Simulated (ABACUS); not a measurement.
V, 1 atom in the cell. Symmetry: Im-3m, No. 229, cubic system. Conventional cell: a = 3.029 Å, b = 3.029 Å, c = 3.029 Å, α = 90.00°, β = 90.00°, γ = 90.00°. V (site symmetry m-3m) is surrounded by 8 V at 2.62 Å. 

* Program: ABACUS 3.10.1
* Task: single point
* Functional: PW91
* Potentials or basis: SG15 ONCV 1.2 PBE
* Cutoff: 1143 eV
* Density cutoff: 4572 eV
* Basis: plane waves
* k mesh: 10 × 10 × 10
* Occupations: fermi-dirac, width 0.05 eV
* Spin: collinear spin, ferromagnetic start
* Starting moments: [2.0] μB
* Radial cutoff of the potentials (pseudo_rcut): 10 bohr
* SCF threshold on the density: 1e-08
* Max SCF steps: 100
* Eigensolver: dav
* Mixing: broyden
* Mixing share: 0.4
* Symmetry key: 1

Potentials or basis: SG15 ONCV 1.2 PBE, plane waves.

Command:

```console
$ OMP_NUM_THREADS=1 python run_abacus.py > log
```

Hardware: 4 MPI ranks on Intel(R) Xeon(R) Platinum 8488C (Sapphire Rapids), with other jobs on the host.

Estimate the wall time of this run.

Wall time 9.9 s on 4 MPI ranks on Intel(R) Xeon(R) Platinum 8488C (Sapphire Rapids) (shared host), peak memory 0.36 GiB a rank. Counts: scf iterations 9, k points 47, bands 18, ranks 4.
